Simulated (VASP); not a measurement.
# SiC (Moissanite 3C): band structure with PBE

**Measured values to compare with.**

“Insight into the structural, elastic and electronic properties of a new orthorhombic 6O-SiC polytype”, 2020, pmc:7200658 quotes, for a bulk crystal of SiC: band gap 2.4 eV (indirect).

SiC (Moissanite 3C):

```
CELL_PARAMETERS angstrom
0.00000 2.17900 2.17900
2.17900 0.00000 2.17900
2.17900 2.17900 0.00000
ATOMIC_POSITIONS crystal
Si 0.00000 0.00000 0.00000
C 0.75000 0.75000 0.75000
```

* Program: VASP 6.6.1
* Task: band structure
* Functional: PBE
* Potentials or basis: VASP PAW PBE potentials, release 64 (Si, C)
* Cutoff: 520 eV
* k mesh: 10 × 10 × 10
* Occupations: fermi-dirac, width 0.05 eV
* Spin: no spin polarisation
* Further INCAR settings: ALGO = Normal; EDIFF = 1e-06

```yaml
Pressure: 3.2 GPa
Band_gap_on_the_k_mesh: 1.36 eV, indirect (least direct gap 4.54 eV)
Band_gap_along_the_path: 1.36 eV, indirect (least direct gap 4.54 eV)
```

Levels at the corners of the path, in eV from the valence-band top:
| point | band 1 | band 2 | band 3 | band 4 | band 5 | band 6 | band 7 | band 8 |
| --- | --- | --- | --- | --- | --- | --- | --- | --- |
| Γ | -15.40 | 0.00 | 0.00 | 0.00 | 6.23 | 7.31 | 7.31 | 7.31 |
| X | -10.39 | -7.79 | -3.18 | -3.18 | 1.36 | 4.32 | 14.04 | 14.04 |
| X | -10.39 | -7.79 | -3.18 | -3.18 | 1.36 | 4.32 | 14.04 | 14.04 |
| W | -10.16 | -7.02 | -4.99 | -4.69 | 5.21 | 9.45 | 9.46 | 9.77 |
| W | -10.16 | -7.02 | -4.99 | -4.69 | 5.21 | 9.45 | 9.46 | 9.77 |
| K | -10.39 | -7.27 | -5.54 | -2.59 | 3.11 | 7.77 | 11.85 | 12.46 |
| K | -10.39 | -7.27 | -5.54 | -2.59 | 3.11 | 7.77 | 11.85 | 12.46 |
| Γ | -15.40 | 0.00 | 0.00 | 0.00 | 6.23 | 7.31 | 7.31 | 7.31 |
| Γ | -15.40 | 0.00 | 0.00 | 0.00 | 6.23 | 7.31 | 7.31 | 7.31 |
| L | -11.84 | -8.53 | -1.05 | -1.05 | 5.43 | 7.23 | 7.23 | 10.05 |
| L | -11.84 | -8.53 | -1.05 | -1.05 | 5.43 | 7.23 | 7.23 | 10.05 |
| U | -10.39 | -7.27 | -5.54 | -2.59 | 3.11 | 7.77 | 11.85 | 12.46 |
| U | -10.39 | -7.27 | -5.54 | -2.59 | 3.11 | 7.77 | 11.85 | 12.46 |
| W | -10.16 | -7.02 | -4.99 | -4.69 | 5.21 | 9.45 | 9.46 | 9.77 |
| W | -10.16 | -7.02 | -4.99 | -4.69 | 5.21 | 9.45 | 9.46 | 9.77 |
| L | -11.84 | -8.53 | -1.05 | -1.05 | 5.43 | 7.23 | 7.23 | 10.05 |
| L | -11.84 | -8.53 | -1.05 | -1.05 | 5.43 | 7.23 | 7.23 | 10.05 |
| K | -10.39 | -7.27 | -5.54 | -2.59 | 3.11 | 7.77 | 11.85 | 12.46 |
| U | -10.39 | -7.27 | -5.54 | -2.59 | 3.11 | 7.77 | 11.85 | 12.47 |
| X | -10.39 | -7.79 | -3.18 | -3.18 | 1.36 | 4.32 | 14.04 | 14.06 |

Wall time 24 s on 1 thread of Intel(R) Xeon(R) Platinum 8375C CPU @ 2.90GHz (Ice Lake) (shared host), peak memory 0.14 GiB.

Against the measured gap of SiC, 2.4 eV (indirect; quoted in “Insight into the structural, elastic and electronic properties of a new orthorhombic 6O-SiC polytype”, 2020, pmc:7200658), the calculated 1.36 eV is off by -1.04 eV. The value is that of PBE, without temperature or zero-point motion. Semilocal functionals fall short of measured gaps as a rule.
